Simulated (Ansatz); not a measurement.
Set up this calculation in Ansatz 0.2.0, as the native input.

```yaml
Task: relaxation of cell and atoms
Functional: PBEsol
Potentials_or_basis: all-electron LAPW, scalar-relativistic
Basis_error_allowed: 0.002 eV/atom
k_mesh: 10 × 10 × 8
Occupations: fermi-dirac, width 0.05 eV
Spin: no spin polarisation
Target_pressure: 20 GPa
```

The system is MgB2.

```
CELL_PARAMETERS angstrom
3.08500 0.00000 0.00000
-1.54250 2.67169 0.00000
0.00000 0.00000 3.52300
ATOMIC_POSITIONS crystal
Mg 0.00000 0.00000 0.00000
B 0.66667 0.33333 0.50000
B 0.33333 0.66667 0.50000
```

These files were run (other wordings do the same):

input.yaml

```yaml
crystal:
  lattice:
    - [3.085, 0.0, 0.0]
    - [-1.5425, 2.6716883707, 0.0]
    - [0.0, 0.0, 3.523]
  atoms:
    - { symbol: Mg, position: [0.0, 0.0, 0.0] }
    - { symbol: B, position: [0.6666666667, 0.3333333333, 0.5] }
    - { symbol: B, position: [0.3333333333, 0.6666666667, 0.5] }
kpoints:
  mp_grid: { grid: [10, 10, 8] }
scf:
  occupations: { method: fermi_dirac, width: 0.05 }
hamiltonian:
  xc: pbesol
  pseudopotentials: { kind: all_electron, lapw: { basis_error: 0.002 } }
output:
  forces: true
  stress: true
relax:
  f_tol: 0.005
  max_steps: 60
  cell: { p_target: 20 }
```

Potentials or basis: all-electron LAPW, scalar-relativistic.

The run is started by

```console
$ ansatz run input.yaml --threads 2 --pin off --max-ram 8192MiB --backend cpu --events-out ev --progress --plain --runs-dir out
```

Results of the run:

The relaxed volume is 8.47 Å³/atom. The relaxed cell is a = 2.982 Å, b = 2.982 Å, c = 3.300 Å, α = 90.00°, β = 90.00°, γ = 120.00° and the space group after relaxing (to 0.05 Å) is P6/mmm (No. 191). The energy change on relaxing (the enthalpy is what falls) is +55.0 meV/atom and the ionic steps are 6. The pressure after relaxing is 20.0 GPa.

Wall time 14 s on 2 threads of Arm Neoverse V1, on a shared host, peak memory 0.29 GiB.
